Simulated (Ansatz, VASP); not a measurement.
## Two plane-wave programs on ZnO

```xyz
2
Lattice="0.0000 2.1158 2.1563 2.1158 0.0000 2.1563 2.1158 2.1158 0.0000" Properties=species:S:1:pos:R:3 pbc="T T T"
Zn    0.0000    0.0000    0.0000
O     2.1158    2.1158    2.1563
```

Change from the starting cell: epitaxial_xy strain -0.8%.

Alike in both runs: task single point; functional r2SCAN; k mesh 10 × 10 × 10; no spin polarisation.

|  | VASP | Ansatz |
| --- | --- | --- |
| version | VASP 6.6.1 | Ansatz 0.2.0 |
| potentials or method | VASP PAW PBE potentials, release 64 (Zn, O) | plane waves, PAW |
| plane-wave cutoff (eV) | 520 | 500 |
| occupations | gaussian, width 0.01 eV | fixed |
| valence electrons in the cell | 18 | 18 |

Ansatz gave:

* gap on the k mesh at the Fermi level (eV): 1.54
* pressure (GPa): 1.4
* largest component of the traceless stress (GPa): 1.37

Task: Estimate VASP's values.

Result: gap on the k mesh at the Fermi level (eV): 1.52; pressure (GPa): 2.8; largest component of the traceless stress (GPa): 1.42.

Caveats: the PAW data sets were made with another functional, which shifts forces and pressure a little (VASP). A k mesh can miss the band edges.
